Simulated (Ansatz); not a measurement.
# SnSe2: an energy map of one atom

This session takes SnSe2 and sets out to map the energy of atom 2 (Se) over a plane.

The COD entry's cell or inner coordinates are ideal or old and differ from later refinements, so a difference from it is no clean test against experiment.

Method: DFT PBE, scalar-relativistic, plane waves, PAW, in Ansatz 0.2.0.

## (1) The system as given

It takes space group P-3m1 (No. 164, trigonal). Conventional cell: a = 3.811 Å, b = 3.811 Å, c = 6.137 Å, α = 90.00°, β = 90.00°, γ = 120.00°. Sn (site symmetry -3m) has 6 Se at 2.68 Å as nearest neighbours. Se (site symmetry 3m) has 3 Sn at 2.68 Å as nearest neighbours.

Coordinates:

```xyz
3
Lattice="3.8110 0.0000 0.0000 -1.9055 3.3004 0.0000 0.0000 0.0000 6.1370" Properties=species:S:1:pos:R:3 pbc="T T T"
Sn    0.0000    0.0000    0.0000
Se    0.0000    2.2003    1.5342
Se    1.9055    1.1001    4.6027
```

No relaxation comes first: the listed cell is the starting point.

## (2) Zero of the scan

File input.yaml:

```yaml
crystal:
  lattice:
    - [3.8109987816, 0.0, 0.0]
    - [-1.9054993908, 3.3004217586, 0.0]
    - [0.0, 0.0, 6.137]
  atoms:
    - { symbol: Sn, position: [0.0, 0.0, 0.0] }
    - { symbol: Se, position: [0.3333333333, 0.6666666667, 0.25] }
    - { symbol: Se, position: [0.6666666667, 0.3333333333, 0.75] }
basis:
  ecutwfc: 420
kpoints:
  mp_grid: { grid: [12, 12, 6] }
hamiltonian:
  xc: pbe
scf:
  occupations: { method: gaussian, width: 0.05 }
output:
  forces: true
  stress: true
  eigenvalues: true
```

Started as:

```bash
ansatz run input.yaml --threads 1 --pin off --max-ram 2560MiB --backend cpu --events-out ev --progress --plain --runs-dir out
```

## (3) The scan: an energy map of one atom

Atom 2 (Se) is moved by p along (0.707, 0.707, 0.000) and q along (0.000, 0.000, 1.000) (Å), all else fixed; its images in the other cells move with it. Points alike by symmetry are run once.

## (4) p = -0.300, q = -0.300

Edit input.yaml of step 2 so:

```diff
@@ -7,3 +7,3 @@
     - { symbol: Sn, position: [0.0, 0.0, 0.0] }
-    - { symbol: Se, position: [0.3333333333, 0.6666666667, 0.25] }
+    - { symbol: Se, position: [0.2455331159, 0.6023924466, 0.2011161805] }
     - { symbol: Se, position: [0.6666666667, 0.3333333333, 0.75] }
```

## (5) p = -0.300, q = 0.000

Edit input.yaml of step 4 so:

```diff
@@ -7,3 +7,3 @@
     - { symbol: Sn, position: [0.0, 0.0, 0.0] }
-    - { symbol: Se, position: [0.2455331159, 0.6023924466, 0.2011161805] }
+    - { symbol: Se, position: [0.2455331159, 0.6023924466, 0.25] }
     - { symbol: Se, position: [0.6666666667, 0.3333333333, 0.75] }
```

## (6) p = -0.300, q = 0.300

Edit input.yaml of step 5 so:

```diff
@@ -7,3 +7,3 @@
     - { symbol: Sn, position: [0.0, 0.0, 0.0] }
-    - { symbol: Se, position: [0.2455331159, 0.6023924466, 0.25] }
+    - { symbol: Se, position: [0.2455331159, 0.6023924466, 0.2988838195] }
     - { symbol: Se, position: [0.6666666667, 0.3333333333, 0.75] }
@@ -21 +21,5 @@
   eigenvalues: true
+  write_density: true
+  write_potential: true
+  elf: true
+  volumetric_format: npy
```

## (7) Point p = 0.000, q = -0.300

Edit input.yaml of step 6 so:

```diff
@@ -7,3 +7,3 @@
     - { symbol: Sn, position: [0.0, 0.0, 0.0] }
-    - { symbol: Se, position: [0.2455331159, 0.6023924466, 0.2988838195] }
+    - { symbol: Se, position: [0.3333333333, 0.6666666667, 0.2011161805] }
     - { symbol: Se, position: [0.6666666667, 0.3333333333, 0.75] }
@@ -21,5 +21 @@
   eigenvalues: true
-  write_density: true
-  write_potential: true
-  elf: true
-  volumetric_format: npy
```

## (8) At p = 0.000, q = 0.300

Edit input.yaml of step 7 so:

```diff
@@ -7,3 +7,3 @@
     - { symbol: Sn, position: [0.0, 0.0, 0.0] }
-    - { symbol: Se, position: [0.3333333333, 0.6666666667, 0.2011161805] }
+    - { symbol: Se, position: [0.3333333333, 0.6666666667, 0.2988838195] }
     - { symbol: Se, position: [0.6666666667, 0.3333333333, 0.75] }
```

## (9) p = 0.300, q = -0.300

Edit input.yaml of step 8 so:

```diff
@@ -7,3 +7,3 @@
     - { symbol: Sn, position: [0.0, 0.0, 0.0] }
-    - { symbol: Se, position: [0.3333333333, 0.6666666667, 0.2988838195] }
+    - { symbol: Se, position: [0.4211335507, 0.7309408867, 0.2011161805] }
     - { symbol: Se, position: [0.6666666667, 0.3333333333, 0.75] }
@@ -21 +21,5 @@
   eigenvalues: true
+  write_density: true
+  write_potential: true
+  elf: true
+  volumetric_format: npy
```

## (10) At p = 0.300, q = 0.000

Edit input.yaml of step 9 so:

```diff
@@ -7,3 +7,3 @@
     - { symbol: Sn, position: [0.0, 0.0, 0.0] }
-    - { symbol: Se, position: [0.4211335507, 0.7309408867, 0.2011161805] }
+    - { symbol: Se, position: [0.4211335507, 0.7309408867, 0.25] }
     - { symbol: Se, position: [0.6666666667, 0.3333333333, 0.75] }
@@ -21,5 +21 @@
   eigenvalues: true
-  write_density: true
-  write_potential: true
-  elf: true
-  volumetric_format: npy
```

(Steps that only read results are left out.)

What does the calculation give? Wanted: highest point; lowest point away from the origin.

**Answer**, as computed:

| quantity | value |
| --- | --- |
| highest point | 1.149 eV/cell at (p, q) = (0.300, -0.300) |
| lowest point away from the origin | 0.153 eV/cell at (0.000, 0.300) |

In words: No computed point lies below the origin. The gap on the mesh runs from 0.00 to 0.81 eV over the map. Where a structure here is layered, its layers are held mostly by dispersion, which this level lacks, so their spacing and the stiffness across them are unreliable there.
